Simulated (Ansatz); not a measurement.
**How fast does H move in ZnSnP2?**

Method: DFT PBE, scalar-relativistic, plane waves, PAW (Ansatz). (420 eV cutoff, 2×2×2 k-mesh, shifted by half a step, Gaussian smearing of 0.02 eV, no spin polarisation)

Host crystal, relaxed:

```
CELL_PARAMETERS angstrom
-2.85117 2.85117 5.71699
2.85117 -2.85117 5.71699
2.85117 2.85117 -5.71699
ATOMIC_POSITIONS crystal
Zn 0.75000 0.25000 0.50000
Zn 0.00000 0.00000 0.00000
Sn 0.25000 0.75000 0.50000
Sn 0.50000 0.50000 0.00000
P 0.37500 0.35279 0.47779
P 0.64721 0.12500 0.02221
P 0.10279 0.62500 0.97779
P 0.87500 0.89721 0.52221
```

In a supercell of 16 host sites with charge +1, interstitial H hops to an equivalent place, moving 2.29 Å. Climbing-image nudged elastic band at fixed cell; the order of the saddle wasn't checked, and the small cell leaves errors of about a tenth of an eV. Zero-point motion and tunnelling, which matter for H, are left out.

```tsv
image	path (Å)	E − E(0) (eV)
0	0.00	0.000
1	0.77	0.177
2	1.54	0.790
3	2.30	0.177
4	3.07	0.000
```

**Question.** What are the barriers forward and back, and what attempt frequency does the shape suggest?

**Answer.** Forward 0.79 eV, back 0.79 eV, the ends being level. For a sinusoidal profile E_b sin²(πx/l), with the H atom alone moving, ν = (1/l)√(E_b/2m) = 2.7×10¹³ s⁻¹, within an order of magnitude of the customary 10¹³ s⁻¹; a true prefactor needs the vibrations at the minimum and at the saddle.

**Question.** With ν = 10¹³ s⁻¹, give the forward jump rate along this one path, the wait 1/k for that jump, the diffusivity D ≈ l²k and the distance √(Dt) covered in an hour at 300, 600 and 1000 K, taking the host as solid throughout.

**Answer.** k = ν exp(−E_b/k_BT):
```json
{"T (K)": "300", "k (1/s)": "0.54", "wait (s)": "1.8", "D (cm²/s)": "2.9×10⁻¹⁶", "√(Dt) in 1 h (nm)": "10"}
{"T (K)": "600", "k (1/s)": "2.3×10⁶", "wait (s)": "4.3×10⁻⁷", "D (cm²/s)": "1.2×10⁻⁹", "√(Dt) in 1 h (nm)": "2.1×10⁴"}
{"T (K)": "1000", "k (1/s)": "1.0×10⁹", "wait (s)": "9.5×10⁻¹⁰", "D (cm²/s)": "5.5×10⁻⁷", "√(Dt) in 1 h (nm)": "4.5×10⁵"}
```

D = l²k holds for six equivalent jumps in three dimensions (z l²k/6) and is a scale otherwise. Long-range transport needs a connected net of such jumps, and traps slow it. D is that of an interstitial already there. An error of 0.1 eV in the barrier changes k by a factor of 48 at 300 K and 3.2 at 1000 K.

Cost: 1 run of about 3.4 core-minutes, on Intel Xeon Platinum 8581C (Emerald Rapids) (shared hosts).